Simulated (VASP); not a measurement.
# Ga (C2/c) in VASP: notebook

Runs on Ga. Level: PBE. Tasks: single point.

All numbers are computed with VASP 6.6.1; they aren't measurements. Logs are shortened: lines on timing, memory, paths and dates and some standing lists are left out, and cuts for length are marked.

**1. The structure**

The structure is monoclinic, space group C2/c (No. 15). The conventional cell has a = 2.766 Å, b = 8.053 Å, c = 3.332 Å, α = 90.00°, β = 92.02°, γ = 90.00°. Ga (site symmetry 2) has 8 Ga at 2.69 to 2.92 Å as nearest neighbours.

This isn't the form of Ga at room conditions, which is orthorhombic.

**2. Single point, PBE**

The input, INCAR:

```
PREC = Normal
ENCUT = 450
EDIFF = 1E-4
ISMEAR = 0
SIGMA = 0.15
LREAL = Auto
LASPH = True
NELM = 100
ALGO = Normal
ISIF = 2
LWAVE = False
LCHARG = False
GGA = PE
NBANDS = 20
ADDGRID = False
```

The input, KPOINTS:

```
regular mesh
0
Gamma
  11 11 9
```

The input, POSCAR:

```
Ga
1.0
    1.3830000000     -4.0265000000      0.0000000000
    1.3830000000      4.0265000000      0.0000000000
   -0.1174474948      0.0000000000      3.3299294416
Ga
2
Direct
    0.1310000000      0.8690000000      0.7500000000
    0.8690000000      0.1310000000      0.2500000000
```

Potentials or basis: VASP PAW PBE potentials, release 64 (Ga_d).

Run with:

```sh
cat potpaw_PBE.64/Ga_d/POTCAR > POTCAR
mpirun -np 1 vasp_std > vasp.out
```

OUTCAR:

```text
PREC = Normal
   ENCUT = 450
   EDIFF = 1E-4
   ISMEAR = 0
   LREAL = Auto
   LASPH = True
   NELM = 100
   ISIF = 2
   GGA = PE

 Found    300 irreducible k-points:

 Following reciprocal coordinates:
            Coordinates               Weight
  0.000000  0.000000  0.000000      1.000000
  0.090909 -0.000000  0.000000      4.000000
  0.181818  0.000000 -0.000000      4.000000
  0.272727 -0.000000  0.000000      4.000000
  0.363636 -0.000000 -0.000000      4.000000
  0.454545 -0.000000  0.000000      4.000000
   k-points           NKPTS =    300   k-points in BZ     NKDIM =    300   number of bands    NBANDS=     20
   number of dos      NEDOS =    301   number of ions     NIONS =      2
   total plane-waves  NPLWV =  10368
   dimension x,y,z NGX =    24 NGY =   24 NGZ =   18
   dimension x,y,z NGXF=    48 NGYF=   48 NGZF=   36
   ions per type =               2
   NGX,Y,Z   is equivalent  to a cutoff of   9.37,  9.37,  8.98 a.u.
   NGXF,Y,Z  is equivalent  to a cutoff of  18.74, 18.74, 17.96 a.u.
 SYSTEM =  unknown system
   PREC   = normal    normal or accurate (medium, high low for compatibility)
   ISTART =      0    job   : 0-new  1-cont  2-samecut
   ICHARG =      2    charge: 1-file 2-atom 10-const
   ISPIN  =      1    spin polarized calculation?
   LNONCOLLINEAR =      F non collinear calculations
   LSORBIT =      F    spin-orbit coupling
   LASPH  =      T    aspherical Exc in radial PAW
   ENCUT  =  450.0 eV  33.07 Ry    5.75 a.u.   7.36  7.36  5.76*2*pi/ulx,y,z
   NELM   =    100;   NELMIN=  2; NELMDL= -5     # of ELM steps
   EDIFF  = 0.1E-03   stopping-criterion for ELM
   LREAL  =      T    real-space projection
   EDIFFG = 0.1E-02   stopping-criterion for IOM
   NSW    =      0    number of steps for IOM
   IBRION =     -1    ionic relax: 0-MD 1-quasi-New 2-CG
   NFREE  =      0    steps in history (QN), initial steepest desc. (CG)
   ISIF   =      2    stress and relaxation
   ISYM   =      2    0-nonsym 1-usesym 2-fastsym
   POTIM  = 0.5000    time-step for ionic-motion
   TEBEG  =    0.0;   TEEND  =   0.0 temperature during run
   PSTRESS=    0.0 pullay stress
   NELECT =      26.0000    total number of electrons
   NUPDOWN=      -1.0000    fix difference up-down
   EMIN   =  10.00;   EMAX   =-10.00  energy-range for DOS
   EFERMI =   0.00;   METHOD = LEGACY
   ISMEAR =     0;   SIGMA  =   0.15  broadening in eV -4-tet -1-fermi 0-gaus
   EFERMI_NEDOS =   21; number of points for ismear=-14 and -15
   IALGO  =     38    algorithm
   IMIX   =      4    mixing-type and parameters
     AMIX     =   0.40;   BMIX     =  1.00
     AMIX_MAG =   1.60;   BMIX_MAG =  1.00
  volume/ion in A,a.u.               =      18.54       125.14
  Fermi-wavevector in a.u.,A,eV,Ry     =   1.454323  2.748273 28.777089  2.115056
  Thomas-Fermi vector in A             =   2.571487
   LORBIT       =      0    0 simple, 1 ext, 2 COOP (PROOUT), +10 PAW based schemes
   GGA     = PE    functional components
   LHFCALC =     F    Hartree Fock is set to
   AEXX    =    0.0000 exact exchange contribution
   IVDW    =     0    specifies the selected vdW correction
   LEPSILON=     F    determine dielectric tensor
   LRPA    =     F    only Hartree local field effects (RPA)
 non-spin polarized calculation
 Gauss-broadening in eV      SIGMA  =   0.15
  energy-cutoff  :      450.00
  volume of cell :       37.09
 maximum number of plane-waves:       825
   NGX = 15   NGY = 15   NGZ = 11

 number of electron      26.0000036 magnetization

 Free energy of the ion-electron system (eV)
  ---------------------------------------------------
  ext. energy  EPLUGINS =         0.00000000
  ---------------------------------------------------
  free energy    TOTEN  =        -5.76894952 eV

  energy without entropy =       -5.76071094  energy(sigma->0) =       -5.76483023

 E-fermi :   5.7267     XC(G=0): -11.0578

 val. band max:        5.7206352749   @ k =   0.3636   0.0909   0.4444
 cond. band min:       5.7341571568   @ k =  -0.2727  -0.4545   0.2222
 fundamental gap:      0.0135218819
 Fermi energy:         5.7267103752

 k-point     1 :       0.0000    0.0000    0.0000
  band No.  band energies     occupation
      1      -9.5061      2.00000
      2      -9.4961      2.00000
      3      -9.4590      2.00000
      4      -9.4354      2.00000
      5      -9.1617      2.00000
      6      -9.1606      2.00000
[... 12 lines left out ...]
     19      16.3801      0.00000
     20      18.7582      0.00000

 k-point     2 :       0.0909   -0.0000    0.0000
  band No.  band energies     occupation
      1      -9.4994      2.00000
      2      -9.4828      2.00000
      3      -9.4412      2.00000
      4      -9.4034      2.00000
      5      -9.1771      2.00000
      6      -9.1753      2.00000
[... 12 lines left out ...]
     19      16.7247      0.00000
     20      19.5568      0.00000

 k-point     3 :       0.1818    0.0000   -0.0000
  band No.  band energies     occupation
      1      -9.4819      2.00000
      2      -9.4531      2.00000
      3      -9.3927      2.00000
      4      -9.3224      2.00000
      5      -9.2186      2.00000
      6      -9.2134      2.00000
[... 12 lines left out ...]
     19      16.8958      0.00000
     20      20.4836      0.00000

 k-point     4 :       0.2727   -0.0000    0.0000
  band No.  band energies     occupation
      1      -9.4604      2.00000
      2      -9.4208      2.00000
      3      -9.3408      2.00000
      4      -9.3016      2.00000
      5      -9.2733      2.00000
      6      -9.1927      2.00000
[... 12 lines left out ...]
     19      17.1202      0.00000
     20      19.9105      0.00000

 k-point     5 :       0.3636   -0.0000   -0.0000
  band No.  band energies     occupation
      1      -9.4430      2.00000
      2      -9.4062      2.00000
      3      -9.3415      2.00000
      4      -9.3256      2.00000
      5      -9.3122      2.00000
      6      -9.2080      2.00000
[... 12 lines left out ...]
     19      16.9833      0.00000
     20      18.1623      0.00000

 k-point     6 :       0.4545   -0.0000    0.0000
  band No.  band energies     occupation
      1      -9.4332      2.00000
      2      -9.4206      2.00000
      3      -9.3620      2.00000
      4      -9.3302      2.00000
      5      -9.3194      2.00000
      6      -9.2112      2.00000
[... 12 lines left out ...]
     19      15.7103      0.00000
     20      17.7792      0.00000

 [... further k-points ...]

------------------------ aborting loop because EDIFF is reached ----------------------------------------

  FORCE on cell =-STRESS in cart. coord.  units (eV):
  Direction    XX          YY          ZZ          XY          YZ          ZX
  --------------------------------------------------------------------------------------
  -------------------------------------------------------------------------------------
  Total        0.3590209      0.4561732      0.5361225      0.0000000      0.0000000      0.0794269
  in kB       15.5101309     19.7072252     23.1611294      0.0000000      0.0000000      3.4313379
  external PRESSURE =      19.4594952 kB  Pullay stress =       0.0000000 kB

 VOLUME and BASIS-vectors are now :
 -----------------------------------------------------------------------------
  energy-cutoff  :      450.00
  volume of cell :       37.09
      direct lattice vectors                 reciprocal lattice vectors
     1.383000000 -4.026500000  0.000000000     0.361532899 -0.124177325  0.012751361
     1.383000000  4.026500000  0.000000000     0.361532899  0.124177325  0.012751361
    -0.117447495  0.000000000  3.329929442     0.000000000  0.000000000  0.300306663

 POSITION                                       TOTAL-FORCE (eV/Angst)
 -----------------------------------------------------------------------------------
      1.29491      2.97156      2.49745         0.000000     -0.229926      0.000000
      1.35364     -2.97156      0.83248        -0.000000      0.229926     -0.000000
 -----------------------------------------------------------------------------------
    total drift:                                0.000000      0.000000     -0.000000

  FREE ENERGIE OF THE ION-ELECTRON SYSTEM (eV)
  ---------------------------------------------------
  free  energy   TOTEN  =        -5.7689495159 eV

  energy  without entropy=       -5.7607109376  energy(sigma->0) =       -5.76483023
```

It took 92 s on 1 thread of Intel Xeon Platinum 8259CL at 2.50GHz (Skylake/Cascade Lake), shared host; peak memory 0.21 GiB.

These settings aren't checked as converged: the numbers below hold their error.

What came out:

- Free energy: -5.7689 eV
- Pressure: 1.9 GPa
- Largest force: 0.230 eV/Å
- Band gap on the k mesh: none (metal or under the smearing width)

**3. Single point, PBE**

INCAR is that of step 2.

KPOINTS is that of step 2.

The input, POSCAR:

```
Ga
1.0
    1.3830000000     -4.0265000000      0.0000000000
    1.3830000000      4.0265000000      0.0000000000
   -0.1174474948      0.0000000000      3.3299294416
Ga
2
Direct
    0.0863460000      0.8268100000      0.7848140000
    0.8777350000      0.1376800000      0.2531650000
```

Potentials or basis: VASP PAW PBE potentials, release 64 (Ga_d).

Run with:

```sh
cat potpaw_PBE.64/Ga_d/POTCAR > POTCAR
mpirun -np 1 vasp_std > vasp.out
```

Wall time 3.4 min (1 thread of Intel Xeon Platinum 8259CL at 2.50GHz (Skylake/Cascade Lake), shared host); peak memory 0.28 GiB.

These settings aren't checked as converged: the numbers below hold their error.

What came out:

- Free energy: -5.7526 eV
- Pressure: 2.2 GPa
- Largest force: 0.365 eV/Å
- Band gap on the k mesh: none (metal or under the smearing width)

**4. The reference run**

An earlier run on the cell as given: functional PBE; potentials or basis VASP PAW PBE potentials, release 64 (Ga_d); cutoff 520 eV; k mesh 10 × 10 × 8; occupations fermi-dirac, width 0.05 eV; no spin polarisation.

* Pressure: 1.8 GPa
* Largest force: 0.203 eV/Å
* Band gap on the k mesh: none (metal or under the smearing width)
